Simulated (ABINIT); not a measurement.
# SnO2 (Cassiterite) (P4_2/mnm) in ABINIT: a series of runs

The runs below take SnO2 (Cassiterite) through single point, with LDA, PBEsol, PBE.

Program: ABINIT 10.8.3 (patched build). These are calculated values, not measurements. Logs are shortened: lines on timing, memory, paths and dates and some standing lists are left out, and cuts for length are marked. The log counts tension as positive stress, the text compression.

### 1 The structure

The structure is tetragonal, space group P4_2/mnm (No. 136). Conventional cell: a = 4.738 Å, b = 4.738 Å, c = 3.187 Å, α = 90.00°, β = 90.00°, γ = 90.00°. Around Sn (site symmetry mmm) lie 6 O at 2.05 to 2.06 Å. Around O (site symmetry m2m) lie 3 Sn at 2.05 to 2.06 Å.

### 2 Single point, LDA

run.abi reads:

```
pp_dirpath "./"
pseudos "Sn.LDA_PW-JTH.xml, O.LDA_PW-JTH.xml"

acell 4.738 4.738 3.1865 Angstrom
rprim
     1.0000000000     0.0000000000     0.0000000000
     0.0000000000     1.0000000000     0.0000000000
     0.0000000000     0.0000000000     1.0000000000
ntypat 2
znucl 50 8
natom 6
typat 1 1 2 2 2 2
xred
     0.5000000000     0.5000000000     0.5000000000
     0.0000000000     0.0000000000     0.0000000000
     0.8071000000     0.1929000000     0.5000000000
     0.6929000000     0.6929000000     0.0000000000
     0.1929000000     0.8071000000     0.5000000000
     0.3071000000     0.3071000000     0.0000000000

ecut 23.0
pawecutdg 45.0

kptopt 1
ngkpt 5 5 6
nshiftk 1
shiftk 0.0 0.0 0.0

ixc 7

nband 32
occopt 3
tsmear 0.05 eV

nstep 100
tolvrs 1.0e-9

iomode 3
prtwf 0
prtden 0
prteig 0
prtebands 0
enunit 2
```

Potentials or basis: JTH PAW LDA v2.0.

Run with:

```sh
> abinit run.abi > log 2>&1
```

run.abo:

```text
.Version 10.8.3 of ABINIT
 Symmetries : space group P4_2/m n m (#136); Bravais tP (primitive tetrag.)
================================================================================
 Values of the parameters that define the memory need of the present run
     intxc =       0    ionmov =       0      iscf =      17    lmnmax =      18
     lnmax =       6     mgfft =      40  mpssoang =       3    mqgrid =    3001
     natom =       6  nloc_mem =       2    nspden =       1   nspinor =       1
    nsppol =       1      nsym =      16    n1xccc =       1    ntypat =       2
    occopt =       3   xclevel =       1
       mpw =        2577          nfft =       43200          nkpt =          24
 PAW method is used; the additional fine FFT grid is defined by:
   mgfftf=        60    nfftf =    144000
================================================================================
================================================================================

--------------------------------------------------------------------------------
------------- Echo of variables that govern the present computation ------------
--------------------------------------------------------------------------------
 -outvars: echo values of preprocessed input variables --------
            acell      8.9535223846E+00  8.9535223846E+00  6.0216123002E+00 Bohr
              amu      1.18710000E+02  1.59994000E+01
             ecut      2.30000000E+01 Hartree
           enunit           2
              ixc           7
         kptrlatt        5    0    0      0    5    0      0    0    6
          kptrlen      3.61296738E+01
            natom           6
            nband          32
            ngfft          40      40      27
          ngfftdg          60      60      40
             nkpt          24
            nstep         100
             nsym          16
           ntypat           2
           occopt           3
        pawecutdg      4.50000000E+01 Hartree
           prtden           0
        prtebands           0
           prteig           0
            prtwf           0
          spgroup         136
           tolvrs      1.00000000E-09
           tsmear      1.83746611E-03 Hartree
            typat      1  1  2  2  2  2
           useylm           1
           xangst      2.3690000000E+00  2.3690000000E+00  1.5932500000E+00
                       0.0000000000E+00  0.0000000000E+00  0.0000000000E+00
                       3.8240398000E+00  9.1396020000E-01  1.5932500000E+00
                       3.2829602000E+00  3.2829602000E+00  0.0000000000E+00
                       9.1396020000E-01  3.8240398000E+00  1.5932500000E+00
                       1.4550398000E+00  1.4550398000E+00  0.0000000000E+00
            xcart      4.4767611923E+00  4.4767611923E+00  3.0108061501E+00
                       0.0000000000E+00  0.0000000000E+00  0.0000000000E+00
                       7.2263879166E+00  1.7271344680E+00  3.0108061501E+00
                       6.2038956603E+00  6.2038956603E+00  0.0000000000E+00
                       1.7271344680E+00  7.2263879166E+00  3.0108061501E+00
                       2.7496267243E+00  2.7496267243E+00  0.0000000000E+00
             xred      5.0000000000E-01  5.0000000000E-01  5.0000000000E-01
                       0.0000000000E+00  0.0000000000E+00  0.0000000000E+00
                       8.0710000000E-01  1.9290000000E-01  5.0000000000E-01
                       6.9290000000E-01  6.9290000000E-01  0.0000000000E+00
                       1.9290000000E-01  8.0710000000E-01  5.0000000000E-01
                       3.0710000000E-01  3.0710000000E-01  0.0000000000E+00
            znucl       50.00000    8.00000

================================================================================

 chkinp: Checking input parameters for consistency.

================================================================================
== DATASET  1 ==================================================================

--- !DatasetInfo
iteration_state: {dtset: 1, }
dimensions: {natom: 6, nkpt: 24, mband: 32, nsppol: 1, nspinor: 1, nspden: 1, mpw: 2577, }
cutoff_energies: {ecut:  23.0, pawecutdg:  45.0, }
electrons: {nelect:   5.20000000E+01, charge:   0.00000000E+00, occopt:   3.00000000E+00, tsmear:   1.83746611E-03, }
meta: {optdriver: 0, ionmov: 0, optcell: 0, iscf: 17, paral_kgb: 0, }
...

 Exchange-correlation functional for the present dataset will be:
  LDA: Perdew-Wang 92 LSD fit to Ceperley-Alder data - ixc=7
[... 124 lines left out ...]
       0.307100000000      0.307100000000      0.000000000000
 rms dE/dt=  1.1456E-02; max dE/dt=  1.7184E-02; dE/dt below (all hartree)
    1       0.000000000000      0.000000000000      0.000000000000
    2       0.000000000000      0.000000000000      0.000000000000
    3       0.017183673363     -0.017183673363      0.000000000000
    4      -0.017183673363     -0.017183673363      0.000000000000
    5      -0.017183673363      0.017183673363      0.000000000000
    6       0.017183673363      0.017183673363      0.000000000000

 cartesian coordinates (angstrom) at end:
    1      2.36900000000000     2.36900000000000     1.59325000000000
    2      0.00000000000000     0.00000000000000     0.00000000000000
    3      3.82403980000000     0.91396020000000     1.59325000000000
    4      3.28296020000000     3.28296020000000     0.00000000000000
    5      0.91396020000000     3.82403980000000     1.59325000000000
    6      1.45503980000000     1.45503980000000     0.00000000000000

 cartesian forces (hartree/bohr) at end:
    1     -0.00000000000000    -0.00000000000000    -0.00000000000000
    2     -0.00000000000000    -0.00000000000000    -0.00000000000000
    3     -0.00191920817582     0.00191920817582    -0.00000000000000
    4      0.00191920817582     0.00191920817582    -0.00000000000000
    5      0.00191920817582    -0.00191920817582    -0.00000000000000
    6     -0.00191920817582    -0.00191920817582    -0.00000000000000
 frms,max,avg= 1.2794721E-03 1.9192082E-03   0.000E+00  0.000E+00  0.000E+00 h/b

 cartesian forces (eV/Angstrom) at end:
    1     -0.00000000000000    -0.00000000000000    -0.00000000000000
    2     -0.00000000000000    -0.00000000000000    -0.00000000000000
    3     -0.09868965238483     0.09868965238483    -0.00000000000000
    4      0.09868965238483     0.09868965238483    -0.00000000000000
    5      0.09868965238483    -0.09868965238483    -0.00000000000000
    6     -0.09868965238483    -0.09868965238483    -0.00000000000000
 frms,max,avg= 6.5793102E-02 9.8689652E-02   0.000E+00  0.000E+00  0.000E+00 e/A
 length scales=  8.953522384551  8.953522384551  6.021612300205 bohr
              =  4.738000000000  4.738000000000  3.186500000000 angstroms
 Fermi (or HOMO) energy (hartree) =   0.20350   Average Vxc (hartree)=  -0.42820
 Eigenvalues (hartree) for nkpt=  24  k points:
 kpt#   1, nband= 32, wtk=  0.00667, kpt=  0.0000  0.0000  0.0000 (reduced coord)
  -0.58826   -0.56107   -0.55038   -0.54936   -0.54936   -0.54605   -0.54475   -0.54135
  -0.54012   -0.54012   -0.50699   -0.43603   -0.43603   -0.36877   -0.11912    0.03000
   0.03000    0.03381    0.06640    0.10517    0.11189    0.13762    0.13762    0.15318
   0.15318    0.18267    0.22412    0.39997    0.40685    0.40685    0.55403    0.56163
      occupation numbers for kpt#   1
   2.00000    2.00000    2.00000    2.00000    2.00000    2.00000    2.00000    2.00000
   2.00000    2.00000    2.00000    2.00000    2.00000    2.00000    2.00000    2.00000
   2.00000    2.00000    2.00000    2.00000    2.00000    2.00000    2.00000    2.00000
   2.00000    1.99998    0.00003    0.00000    0.00000    0.00000    0.00000    0.00000
 prteigrs : prtvol=0 or 1, do not print more k-points.

 Fermi (or HOMO) energy (eV) =   5.53740   Average Vxc (eV)= -11.65187
 Eigenvalues (   eV  ) for nkpt=  24  k points:
 kpt#   1, nband= 32, wtk=  0.00667, kpt=  0.0000  0.0000  0.0000 (reduced coord)
 -16.00750  -15.26756  -14.97654  -14.94880  -14.94880  -14.85873  -14.82352  -14.73087
 -14.69734  -14.69734  -13.79589  -11.86485  -11.86485  -10.03469   -3.24137    0.81643
   0.81643    0.92004    1.80694    2.86195    3.04459    3.74490    3.74490    4.16821
   4.16821    4.97075    6.09871   10.88363   11.07096   11.07096   15.07585   15.28262
 prteigrs : prtvol=0 or 1, do not print more k-points.

--- !EnergyTerms
iteration_state     : {dtset: 1, }
comment             : Components of total free energy in Hartree
kinetic             :  5.42043221642503E+01
hartree             :  6.39287556538398E+01
xc                  : -2.51668374564449E+01
Ewald energy        : -1.53716967537747E+02
psp_core            :  7.27317186932692E+00
local_psp           : -1.87132520404977E+02
PAW spherical_terms :  3.62125166597929E+01
internal            : -2.04397559051958E+02
'-kT*entropy'       : -8.17149434329479E-09
total_energy        : -2.04397559060130E+02
total_energy_eV     : -5.56194092732090E+03
...

--- !EnergyTermsDC
iteration_state     : {dtset: 1, }
comment             : '"Double-counting" decomposition of free energy'
band_energy         : -1.28065036155504E+01
Ewald energy        : -1.53716967537747E+02
psp_core            :  7.27317186932692E+00
xc_dc               : -6.47492783904285E+01
PAW spherical_terms :  1.96020277347028E+01
internal            : -2.04397549939696E+02
'-kT*entropy'       : -8.17149434329479E-09
total_energy_dc     : -2.04397549947867E+02
total_energy_dc_eV  : -5.56194067936361E+03
...

--- !EnergyTermsWithPAWCore
iteration_state     : {dtset: 1, }
comment             : 'Components of total free energy, including PAW core contributions'
Total energy        : -1.26433860542770E+04
Total energy DC     : -1.26433860451648E+04
Total energy (eV)   : -3.44044061379982E+05
Total energy DC (eV): -3.44044061132025E+05
...

 Cartesian components of stress tensor (hartree/bohr^3)
  sigma(1 1)=  6.45259322E-05  sigma(3 2)=  0.00000000E+00
  sigma(2 2)=  6.45259322E-05  sigma(3 1)=  0.00000000E+00
  sigma(3 3)=  3.46805080E-05  sigma(2 1)=  0.00000000E+00

-Cartesian components of stress tensor (GPa)         [Pressure= -1.6057E+00 GPa]
- sigma(1 1)=  1.89841847E+00  sigma(3 2)=  0.00000000E+00
- sigma(2 2)=  1.89841847E+00  sigma(3 1)=  0.00000000E+00
- sigma(3 3)=  1.02033577E+00  sigma(2 1)=  0.00000000E+00

== END DATASET(S) ==============================================================
================================================================================

 -outvars: echo values of variables after computation  --------
            acell      8.9535223846E+00  8.9535223846E+00  6.0216123002E+00 Bohr
           etotal     -2.0439754995E+02
            fcart     -1.4456028966E-19 -0.0000000000E+00 -0.0000000000E+00
                      -1.4456028966E-19 -0.0000000000E+00 -0.0000000000E+00
                      -1.9192081758E-03  1.9192081758E-03 -0.0000000000E+00
                       1.9192081758E-03  1.9192081758E-03 -0.0000000000E+00
                       1.9192081758E-03 -1.9192081758E-03 -0.0000000000E+00
                      -1.9192081758E-03 -1.9192081758E-03 -0.0000000000E+00
           strten      6.4525932209E-05  6.4525932209E-05  3.4680508010E-05
                       0.0000000000E+00  0.0000000000E+00  0.0000000000E+00
           xangst      2.3690000000E+00  2.3690000000E+00  1.5932500000E+00
                       0.0000000000E+00  0.0000000000E+00  0.0000000000E+00
                       3.8240398000E+00  9.1396020000E-01  1.5932500000E+00
                       3.2829602000E+00  3.2829602000E+00  0.0000000000E+00
                       9.1396020000E-01  3.8240398000E+00  1.5932500000E+00
                       1.4550398000E+00  1.4550398000E+00  0.0000000000E+00
             xred      5.0000000000E-01  5.0000000000E-01  5.0000000000E-01
                       0.0000000000E+00  0.0000000000E+00  0.0000000000E+00
                       8.0710000000E-01  1.9290000000E-01  5.0000000000E-01
                       6.9290000000E-01  6.9290000000E-01  0.0000000000E+00
                       1.9290000000E-01  8.0710000000E-01  5.0000000000E-01
                       3.0710000000E-01  3.0710000000E-01  0.0000000000E+00
 Calculation completed.
```

Run time: 72 s. Hardware: 1 thread of Arm Neoverse V1, shared host; peak memory 0.14 GiB.

What came out:

```
Free energy            : -5561.9407 eV
Pressure               : -1.6 GPa
Largest force          : 0.140 eV/Å
Band gap on the k mesh : 1.13 eV, direct
```

Forces in eV/Å, atoms in the order of the input:
```
Sn   0.000  0.000  0.000
Sn   0.000  0.000  0.000
O   -0.099  0.099  0.000
O    0.099  0.099  0.000
O    0.099 -0.099  0.000
O   -0.099 -0.099  0.000
```

Caveat: spin-orbit coupling is left out, which moves the levels of the heavy elements; the atomic spheres overlap. LDA gaps usually lie below the measured ones, often by a third to a half.

[end of part 1 of 2]
